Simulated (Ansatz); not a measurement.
The system is Cu3Au (Auricupride).

```xyz
4
Lattice="3.7400 0.0000 0.0000 0.0000 3.7400 0.0000 0.0000 0.0000 3.7400" Properties=species:S:1:pos:R:3 pbc="T T T"
Au    0.0000    0.0000    0.0000
Cu    1.8700    1.8700    0.0000
Cu    1.8700    0.0000    1.8700
Cu    0.0000    1.8700    1.8700
```

Base run:

```yaml
Program: Ansatz 0.2.0
Functional: BLYP
Potentials_or_basis: Ansatz PAW
Cutoff: "420 eV (not typed: the program's choice for these potentials)"
k_mesh: 7 × 7 × 7
Occupations: fermi-dirac, width 0.05 eV
Spin: no spin polarisation
```

Its results: band gap on the k mesh none (metal or under the smearing width); pressure 14.2 GPa.

Question: After a change of settings the same cell gave: band gap on the k mesh none (metal or under the smearing width); pressure 8.3 GPa. Which change was it?
A. functional from BLYP to revPBE
B. functional from BLYP to HSE03; k mesh from 7 × 7 × 7 to 4 × 4 × 4
C. functional from BLYP to r2SCAN; cutoff from 420 eV (not typed: the program's choice for these potentials) to 500 eV (not typed: the program's choice for these potentials)
D. functional from BLYP to HSEsol; k mesh from 7 × 7 × 7 to 4 × 4 × 4

Answer: A.

Caveats: spin-orbit coupling is left out, which moves the levels of the heavy elements; the PAW data sets come from PBE, with cores solved anew for the run's functional, which leaves a small shift of forces and pressure.

Runs at the PBE level aren't shown here.
